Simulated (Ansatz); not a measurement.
Pt: equation of state with PBE0

The system is Pt.

```
Pt
1.0
    -1.58422    1.58422    1.58422
     1.58422   -1.58422    1.58422
     1.58422    1.58422   -1.58422
Pt
1
Direct
  0.00000 0.00000 0.00000
```

This isn't the form of Pt at room conditions, which is fcc.

```yaml
Program: Ansatz 0.2.0
Task: equation of state
Functional: PBE0
Potentials_or_basis: Ansatz PAW
Cutoff: 420 eV
Density_cutoff: 1680 eV
k_mesh: 8 × 8 × 8
Occupations: fermi-dirac, width 0.05 eV
Spin: no spin polarisation
```

```yaml
Equilibrium_volume: 15.42 Å³/atom
Bulk_modulus: 263 GPa
Pressure_derivative_of_the_bulk_modulus: 5.5
```

Energy against volume, from the lowest point:
| volume (Å³/atom) | energy (meV/atom) |
| --- | --- |
| 14.950 | 11.28 |
| 15.268 | 0.00 |
| 15.586 | 0.15 |
| 15.904 | 10.42 |
| 16.222 | 29.49 |
| 16.540 | 56.27 |
| 16.858 | 89.73 |

All runs of the series together: 90 s on 2 threads of AMD EPYC 7R13 Processor (Zen 3) (shared host).

Caveat: the PAW data sets were made with another functional, which shifts forces and pressure a little. Spin-orbit coupling is left out, which matters for the levels of Pt.
